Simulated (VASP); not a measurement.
Wanted: the native input for a VASP 6.6.1 run.

| Quantity | Value |
| --- | --- |
| Task | single point |
| Functional | PBE |
| Potentials or basis | VASP PAW PBE potentials, release 64 (Li_sv) |
| Cutoff | 520 eV |
| k mesh | 10 × 10 × 10 |
| Occupations | fermi-dirac, width 0.05 eV |
| Spin | no spin polarisation |
| Further INCAR settings | ALGO = Normal; EDIFF = 1e-07; NBANDS = 8 |

The structure of Li lies in POSCAR:

```
Li
1.0
    2.7322700000      0.0000000000      0.0000000000
    0.0000000000      2.7322700000      0.0000000000
    0.0000000000      0.0000000000      2.7322700000
Li
1
Direct
    0.5000000000      0.5000000000      0.5000000000
```

The cell was built by a generator and needn't be a form met in nature.

These files were run (other wordings do the same):

INCAR

```
ALGO = Normal
EDIFF = 1E-7
ENCUT = 520
GGA = PE
ISIF = 2
ISMEAR = -1
LASPH = T
LCHARG = F
LREAL = F
LWAVE = F
NBANDS = 8
NELM = 80
PREC = Accurate
SIGMA = 0.05
```

KPOINTS

```
k-points
0
Gamma
  10 10 10
```

Potentials or basis: VASP PAW PBE potentials, release 64 (Li_sv).

Command:

```bash
$ cat potpaw_PBE.64/Li_sv/POTCAR > POTCAR
$ mpirun -np 1 vasp_std > vasp.out
```

It gave:

* Band gap on the k mesh: none (metal or under the smearing width)

Wall time 4 s on 1 thread of Intel(R) Xeon(R) Platinum 8488C (Sapphire Rapids), with other jobs on the host, peak memory 0.11 GiB.
